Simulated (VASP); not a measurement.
**NaCl: relaxation of cell and atoms with r2SCAN+D3(BJ)**

NaCl:

```xyz
2
Lattice="0.0000 2.7941 2.7941 2.7941 0.0000 2.7941 2.7941 2.7941 0.0000" Properties=species:S:1:pos:R:3 pbc="T T T"
Cl    2.7941    2.7941    2.7941
Na    0.0000    0.0000    0.0000
```

The cell is a database's computed one.

* Program: VASP 6.6.1
* Task: relaxation of cell and atoms
* Functional: r2SCAN
* Dispersion: D3(BJ)
* Potentials or basis: VASP PAW PBE potentials, release 64 (Cl, Na_pv)
* Cutoff: 600 eV
* k mesh: 8 × 8 × 8
* Occupations: gaussian, width 0.05 eV
* Spin: no spin polarisation
* Further INCAR settings: ALGO = Normal; EDIFF = 1e-07; IBRION = 2; EDIFFG = -0.02; NSW = 60; ISIF = 3

```
Relaxed volume                         : 21.18 Å³/atom
Relaxed cell                           : a = 3.913 Å, b = 3.913 Å, c = 3.913 Å, α = 60.00°, β = 60.00°, γ = 60.00°
Space group after relaxing (to 0.05 Å) : Fm-3m (No. 225)
Energy gained by relaxing              : 1.3 meV/atom
Ionic steps                            : 4
Pressure after relaxing                : 0.1 GPa
Band gap on the k mesh                 : 6.17 eV, direct
Dispersion energy per atom             : -0.108 eV
```

The path:
```
step  energy change (eV)  largest force (eV/Å)  pressure (GPa)  volume (Å³)
   1              0.0000                0.0000           -0.70        43.63
   2             -0.0021                0.0000           -0.31        43.03
   3             -0.0025                0.0000           -0.16        42.80
   4             -0.0026                0.0000            0.14        42.36
```

Final structure:
```
Cl Na
1.0
     0.00000    2.76678    2.76678
     2.76678    0.00000    2.76678
     2.76678    2.76678    0.00000
Cl Na
1 1
Direct
  0.50000 0.50000 0.50000
  0.00000 0.00000 0.00000
```

Levels at points of the mesh, in eV from the valence-band top:
```
           k point  band 3  band 4  band 5  band 6  band 7  band 8  band 9  band 10  band 11
(0.00, 0.00, 0.00)  -21.42  -13.36    0.00    0.00    0.00    6.17   11.81    11.81    11.81
(0.50, 0.00, 0.00)  -21.42  -12.96   -2.10   -0.31   -0.31    8.05   11.91    11.91    12.10
(0.50, 0.50, 0.00)  -21.43  -12.90   -1.84   -0.67   -0.67    8.56    8.61    12.65    16.26
```

It took 81 s on 1 thread of Intel(R) Xeon(R) 6975P-C (Granite Rapids) (shared host), peak memory 0.2 GiB.

Caveat: the PAW data sets were made with another functional, which shifts forces and pressure a little. r2SCAN opens gaps a little over a GGA but as a rule still falls short of measured ones.
